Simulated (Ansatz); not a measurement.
# KBr: how the settings move a single-point run

How sensitive is a single-point run of KBr to its settings? A reference run comes first, then one run with altered input.

The COD entry's cell or inner coordinates are ideal or old and differ from later refinements, so a difference from it is no clean test against experiment.

Method: reference: DFT, PBE, all-electron LAPW, scalar-relativistic, in Ansatz 0.2.0.

## 1. The starting structure

Symmetry: Fm-3m, No. 225, cubic system. The conventional cell has a = 6.585 Å, b = 6.585 Å, c = 6.585 Å, α = 90.00°, β = 90.00°, γ = 90.00°. K (site symmetry m-3m) is surrounded by 6 Br at 3.29 Å. Br (site symmetry m-3m) has 6 K at 3.29 Å as nearest neighbours.

Coordinates:

```cif
data_structure
_symmetry_space_group_name_H-M 'Fm-3m'
_symmetry_Int_Tables_number 225
_cell_length_a 6.5850
_cell_length_b 6.5850
_cell_length_c 6.5850
_cell_angle_alpha 90.000
_cell_angle_beta 90.000
_cell_angle_gamma 90.000
_cell_volume 285.54
loop_
_atom_site_label
_atom_site_type_symbol
_atom_site_symmetry_multiplicity
_atom_site_Wyckoff_symbol
_atom_site_fract_x
_atom_site_fract_y
_atom_site_fract_z
_atom_site_occupancy
K1 K 4 a 0.00000 0.00000 0.00000 1
Br1 Br 4 b 0.50000 0.00000 0.00000 1
```

## 2. Reference

File input.yaml:

```yaml
crystal:
  lattice:
    - [0.0, 3.2925, 3.2925]
    - [3.2925, 0.0, 3.2925]
    - [3.2925, 3.2925, 0.0]
  atoms:
    - { symbol: K, position: [0.0, 0.0, 0.0] }
    - { symbol: Br, position: [0.5, 0.5, 0.5] }
kpoints:
  mp_grid: { grid: [7, 7, 7] }
scf:
  occupations: { method: fermi_dirac, width: 0.01 }
hamiltonian:
  xc: pbe
  pseudopotentials: { kind: all_electron, lapw: { basis_error: 0.0001 } }
output:
  forces: true
  stress: true
  eigenvalues: true
```

The run is started by

```
> ansatz run input.yaml --threads 1 --pin off --max-ram 2048MiB --backend cpu --events-out ev --progress --plain --runs-dir out
```

## 3. Changed: mp_grid.grid [5, 5, 5], accuracy high

Changes to input.yaml since step 2:

```diff
@@ -9,3 +9,3 @@
 kpoints:
-  mp_grid: { grid: [7, 7, 7] }
+  mp_grid: { grid: [5, 5, 5] }
 scf:
@@ -19 +19,2 @@
   eigenvalues: true
+accuracy: high
```

What does the calculation give? Wanted: for each run, ending; energy change; pressure; gap; force.

As calculated:

| run | ending | energy change | pressure (GPa) | gap (eV) | force (eV/Å) | cycles | time |
| --- | --- | --- | --- | --- | --- | --- | --- |
| reference | converged | 0 | 0.8 | 4.45 | 0.00 | 7 | 3.5 s |
| 1: mp_grid.grid [5, 5, 5], accuracy high | converged | 0.0 meV/atom | 0.8 | 4.45 | 0.00 | 7 | 2.2 s |

Residual by cycle in the longest SCF loop of each run; runs are numbered as in the table. The quantity is the density residual dr2, in eV.

| cycle | reference | run 1 |
| --- | --- | --- |
| 1 | 0.372 | 0.372 |
| 2 | 0.0203 | 0.0203 |
| 3 | 0.0069 | 0.0069 |
| 4 | 1.6e-4 | 1.6e-4 |
| 5 | 4.1e-6 | 4.1e-6 |
| 6 | 3.8e-8 | 3.8e-8 |
| 7 | 1.3e-9 | 1.3e-9 |

**Reading.** Changing the k-point mesh and accuracy level leaves the energy as it was (0.0 meV/atom). Cost: 2.2 s against 3.5 s.

The gaps are Kohn-Sham values of a semilocal functional, not quasiparticle or optical gaps. Such gaps usually fall short of the measured ones.
